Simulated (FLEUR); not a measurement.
# Al (Im-3m) in FLEUR: further runs, part 2 of 2

FLEUR MaX-R8.1 (later development tree). Earlier steps stand in the parts before.

## (10) Band structure, PBEsol

inp.xml reads:

```xml
<?xml version="1.0" encoding="UTF-8" standalone="no"?>
<fleurInput fleurInputVersion="0.39">
   <comment>
      Al                                                                                                  
   </comment>
   <calculationSetup>
      <cutoffs Kmax="4.1" Gmax="12.7" GmaxXC="12.7" numbands="0"/>
      <scfLoop itmax="60" minDistance="0.00001" maxIterBroyd="15" imix="Anderson" alpha="0.05" precondParam="0.0" spinf="2.0" sdNocoIR="T"/>
      <coreElectrons ctail="T" frcor="F" kcrel="0" coretail_lmax="0"/>
      <xcFunctional name="PBEs" relativisticCorrections="F"/>
      <magnetism jspins="1"/>
      <soc l_soc="F" theta="0.0" phi="0.0" spav="F"/>
      <expertModes spex="0" secvar="F"/>
      <geometryOptimization l_f="F" forcealpha="1.0" forcemix="BFGS" epsdisp="0.00001" epsforce="0.00001"/>
      <ldaU l_linMix="F" mixParam="0.05" spinf="1.0"/>
   </calculationSetup>
   <cell>
      <bzIntegration valenceElectrons="11.0" mode="hist" fermiSmearingEnergy="0.00183747">
         <kPointListSelection listName="default-1"/>
         <!-- k-points included here -->
         <xi:include xmlns:xi="http://www.w3.org/2001/XInclude" href="kpts.xml"> </xi:include>
      </bzIntegration>
      <!-- symmetry operations included here -->
      <xi:include xmlns:xi="http://www.w3.org/2001/XInclude" href="sym.xml"> </xi:include>
      <bulkLattice scale="1.0">
         <bravaisMatrix>
            <row-1>   -3.0069675284447888     3.0069675284447888     3.0069675284447888</row-1>
            <row-2>    3.0069675284447888    -3.0069675284447888     3.0069675284447888</row-2>
            <row-3>    3.0069675284447888     3.0069675284447888    -3.0069675284447888</row-3>
         </bravaisMatrix>
      </bulkLattice>
   </cell>
   <atomSpecies>
      <species name="Aluminum (Al)" element="Al" atomicNumber="13">
         <mtSphere radius="2.41" gridPoints="797" logIncrement="0.014"/>
         <atomicCutoffs lmax="10" lnonsphr="10"/>
         <electronConfig flipSpins="F">
            <coreConfig>(1s1/2)</coreConfig>
            <valenceConfig>(2s1/2) (2p1/2) (2p3/2) (3s1/2) (3p1/2) (3p3/2)</valenceConfig>
            <stateOccupation state="(3p1/2)" spinUp="0.166667" spinDown="0.166667"/>
            <stateOccupation state="(3p3/2)" spinUp="0.333333" spinDown="0.333333"/>
         </electronConfig>
         <energyParameters s="3" p="3" d="3" f="4"/>
         <lo type="SCLO" l="0" n="2" eDeriv="0"/>
         <lo type="SCLO" l="1" n="2" eDeriv="0"/>
         <lo type="SCLO" l="2" n="3" eDeriv="2"/>
         <lo type="SCLO" l="3" n="4" eDeriv="2"/>
      </species>
   </atomSpecies>
   <atomGroups>
      <atomGroup species="Aluminum (Al)">
         <relPos label="                   1">.0000000000 .0000000000 .0000000000</relPos>
         <force calculate="T" relaxXYZ="TTT"/>
      </atomGroup>
   </atomGroups>
   <output dos="F" band="F" slice="F">
      <checks vchk="F" cdinf="F"/>
      <bandDOS minEnergy="-.5*Htr" maxEnergy="0.5*Htr" sigma="0.015" storeEVData="T"/>
      <vacuumDOS vacdos="F" integ="F" star="F" nstars="0" locx1="0.0" locy1="0.0" locx2="0.0" locy2="0.0" nstm="0" tworkf="0.0"/>
      <unfoldingBand unfoldBand="F" supercellX="1" supercellY="1" supercellZ="1"/>
      <plotting iplot="0" polar="F">
         <plot TwoD="T" vec1="  1.0  0.0  0.0" vec2="  0.0  1.0  0.0" vec3="  0.0  0.0  1.0" zero="  0.0  0.0  0.0" file="plot"/>
      </plotting>
      <chargeDensitySlicing numkpt="0" minEigenval="0.0" maxEigenval="0.0" nnne="0" pallst="F"/>
      <specialOutput eonly="F"/>
      <moessbauerParams electricFieldGradient="T" isomerShift="T" coreHyperfine="T" valenceHyperfine="T"/>
      <magneticCircularDichroism mcd="F" energyLo="-10.0" energyUp="0.0"/>
   </output>
  <!-- We include the file relax.xml here to enable relaxations (see documentation) -->
  <xi:include xmlns:xi="http://www.w3.org/2001/XInclude" href="relax.xml"> <xi:fallback/> </xi:include>
</fleurInput>
```

crystal.txt reads:

```
Al
&input cartesian=F /
-1.5912186900  1.5912186900  1.5912186900
1.5912186900  -1.5912186900  1.5912186900
1.5912186900  1.5912186900  -1.5912186900
1.8897261246
1.0 1.0 1.0

1
13 0.0000000000  0.0000000000  0.0000000000

&kpt div1=12 div2=12 div3=12 gamma=T /
```

inp.xml (bands) reads:

```
<?xml version="1.0" encoding="UTF-8" standalone="no"?>
<fleurInput fleurInputVersion="0.39">
   <comment>
      Al                                                                                                  
   </comment>
   <calculationSetup>
      <cutoffs Kmax="4.1" Gmax="12.7" GmaxXC="12.7" numbands="0"/>
      <scfLoop itmax="60" minDistance="0.00001" maxIterBroyd="15" imix="Anderson" alpha="0.05" precondParam="0.0" spinf="2.0" sdNocoIR="T"/>
      <coreElectrons ctail="T" frcor="F" kcrel="0" coretail_lmax="0"/>
      <xcFunctional name="PBEs" relativisticCorrections="F"/>
      <magnetism jspins="1"/>
      <soc l_soc="F" theta="0.0" phi="0.0" spav="F"/>
      <expertModes spex="0" secvar="F"/>
      <geometryOptimization l_f="F" forcealpha="1.0" forcemix="BFGS" epsdisp="0.00001" epsforce="0.00001"/>
      <ldaU l_linMix="F" mixParam="0.05" spinf="1.0"/>
   </calculationSetup>
   <cell>
      <bzIntegration valenceElectrons="11.0" mode="hist" fermiSmearingEnergy="0.00183747">
         <kPointListSelection listName="path-1"/>
         <!-- k-points included here -->
         <xi:include xmlns:xi="http://www.w3.org/2001/XInclude" href="kpts.xml"> </xi:include>
      </bzIntegration>
      <!-- symmetry operations included here -->
      <xi:include xmlns:xi="http://www.w3.org/2001/XInclude" href="sym.xml"> </xi:include>
      <bulkLattice scale="1.0">
         <bravaisMatrix>
            <row-1>   -3.0069675284447888     3.0069675284447888     3.0069675284447888</row-1>
            <row-2>    3.0069675284447888    -3.0069675284447888     3.0069675284447888</row-2>
            <row-3>    3.0069675284447888     3.0069675284447888    -3.0069675284447888</row-3>
         </bravaisMatrix>
      </bulkLattice>
   </cell>
   <atomSpecies>
      <species name="Aluminum (Al)" element="Al" atomicNumber="13">
         <mtSphere radius="2.41" gridPoints="797" logIncrement="0.014"/>
         <atomicCutoffs lmax="10" lnonsphr="10"/>
         <electronConfig flipSpins="F">
            <coreConfig>(1s1/2)</coreConfig>
            <valenceConfig>(2s1/2) (2p1/2) (2p3/2) (3s1/2) (3p1/2) (3p3/2)</valenceConfig>
            <stateOccupation state="(3p1/2)" spinUp="0.166667" spinDown="0.166667"/>
            <stateOccupation state="(3p3/2)" spinUp="0.333333" spinDown="0.333333"/>
         </electronConfig>
         <energyParameters s="3" p="3" d="3" f="4"/>
         <lo type="SCLO" l="0" n="2" eDeriv="0"/>
         <lo type="SCLO" l="1" n="2" eDeriv="0"/>
         <lo type="SCLO" l="2" n="3" eDeriv="2"/>
         <lo type="SCLO" l="3" n="4" eDeriv="2"/>
      </species>
   </atomSpecies>
   <atomGroups>
      <atomGroup species="Aluminum (Al)">
         <relPos label="                   1">.0000000000 .0000000000 .0000000000</relPos>
         <force calculate="T" relaxXYZ="TTT"/>
      </atomGroup>
   </atomGroups>
   <output dos="F" band="T" slice="F">
      <checks vchk="F" cdinf="F"/>
      <bandDOS minEnergy="-.5*Htr" maxEnergy="0.5*Htr" sigma="0.015" storeEVData="T"/>
      <vacuumDOS vacdos="F" integ="F" star="F" nstars="0" locx1="0.0" locy1="0.0" locx2="0.0" locy2="0.0" nstm="0" tworkf="0.0"/>
      <unfoldingBand unfoldBand="F" supercellX="1" supercellY="1" supercellZ="1"/>
      <plotting iplot="0" polar="F">
         <plot TwoD="T" vec1="  1.0  0.0  0.0" vec2="  0.0  1.0  0.0" vec3="  0.0  0.0  1.0" zero="  0.0  0.0  0.0" file="plot"/>
      </plotting>
      <chargeDensitySlicing numkpt="0" minEigenval="0.0" maxEigenval="0.0" nnne="0" pallst="F"/>
      <specialOutput eonly="F"/>
      <moessbauerParams electricFieldGradient="T" isomerShift="T" coreHyperfine="T" valenceHyperfine="T"/>
      <magneticCircularDichroism mcd="F" energyLo="-10.0" energyUp="0.0"/>
   </output>
  <!-- We include the file relax.xml here to enable relaxations (see documentation) -->
  <xi:include xmlns:xi="http://www.w3.org/2001/XInclude" href="relax.xml"> <xi:fallback/> </xi:include>
</fleurInput>
```

Run with:

```sh
$ inpgen -f crystal.txt -profile fastHighL
$ # inp.xml edited to the form shown
$ fleur_MPI
$ fleur_MPI   # second run, on inp.xml (bands)
```

It took 9.7 s on 1 thread of Arm Neoverse V2, shared host; peak memory 0.06 GiB.

The run converged. Its results:

```yaml
Free_energy: -6594.4769 eV
Band_gap_along_the_path: none (metal or under the smearing width)
Valence_electrons_inside_the_program's_atomic_spheres: Al 9.66 (radii Al 2.41 bohr)
```

Levels at the corners of the path, in eV from the Fermi level:
| point | band 5 | band 6 | band 7 | band 8 | band 9 |
| --- | --- | --- | --- | --- | --- |
| Γ | -11.27 | 13.41 | 13.41 | 13.41 | 15.10 |
| H | 1.92 | 1.92 | 1.92 | 2.97 | 2.97 |
| N | -4.39 | -3.87 | 8.34 | 8.35 | 10.15 |
| Γ | -11.27 | 13.41 | 13.41 | 13.41 | 15.10 |
| P | -1.00 | -1.00 | -1.00 | 0.54 | 22.08 |
| H | 1.92 | 1.92 | 1.92 | 2.97 | 2.97 |
| P | -1.00 | -1.00 | -1.00 | 0.54 | 22.08 |
| N | -4.39 | -3.87 | 8.34 | 8.35 | 10.15 |

Core levels (eV from the Fermi level):
```tsv
atom	levels
1 Al	1s1/2 -1502.8
```
